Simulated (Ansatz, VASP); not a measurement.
**Two plane-wave programs on Al**

File INCAR:

```
PREC     = Accurate       # precision mode
ENCUT    = 520            # plane-wave cutoff, eV
EDIFF    = 1E-6           # SCF threshold, eV
ISMEAR   = -1             # smearing method
SIGMA    = 0.08           # smearing width, eV
LREAL    = False          # projectors in reciprocal space
LASPH    = True           # aspherical terms in the spheres
NELM     = 100            # most SCF steps
ALGO     = Normal         # electronic algorithm
ISIF     = 2              # what is computed and relaxed
LWAVE    = False          # write WAVECAR
LCHARG   = True           # write CHGCAR
LELF     = True           # ELF
LVHAR    = True         
NBANDS   = 10             # bands
```

The input KPOINTS:

```
regular mesh
0
Gamma
  12 12 12
```

File POSCAR:

```
Al
1.0
    0.0000000000      2.8193153329      2.8193153329
    2.8193153329      0.0000000000      2.8193153329
    2.8193153329      2.8193153329      0.0000000000
Al
2
Direct
   -0.1250000000     -0.1250000000     -0.1250000000
    0.1250000000      0.1250000000      0.1250000000
```

Input for Ansatz:

```yaml
crystal:
  lattice:
    - [0.0, 2.8193153329, 2.8193153329]
    - [2.8193153329, 0.0, 2.8193153329]
    - [2.8193153329, 2.8193153329, 0.0]
  atoms:
    - { symbol: Al, position: [-0.125, -0.125, -0.125] }
    - { symbol: Al, position: [0.125, 0.125, 0.125] }
kpoints:
  mp_grid: { grid: [12, 12, 12] }
scf:
  occupations: { method: fermi_dirac, width: 0.08 }
hamiltonian:
  xc: lda
  pseudopotentials: { kind: paw }
output:
  forces: true
  stress: true
  eigenvalues: true
  populations: true
```

Change from the starting cell: volume scaled by 0.85, PAW files.

Alike in both runs: task single point; functional LDA; k mesh 12 × 12 × 12; occupations fermi-dirac, width 0.08 eV; no spin polarisation.

|  | VASP | Ansatz |
| --- | --- | --- |
| version | VASP 6.6.1 | Ansatz 0.2.0 |
| potentials or method | VASP PAW LDA potentials, release 64 (Al) | PAW with Ansatz's default frozen-core files, scalar-relativistic |
| plane-wave cutoff (eV) | 520 | 420 |
| valence electrons in the cell | 6 | 6 |

Ansatz gave:

```
pressure (GPa) : 9.3
```

Problem. Which values does VASP return?

Solution. Pressure (GPa): 9.4.
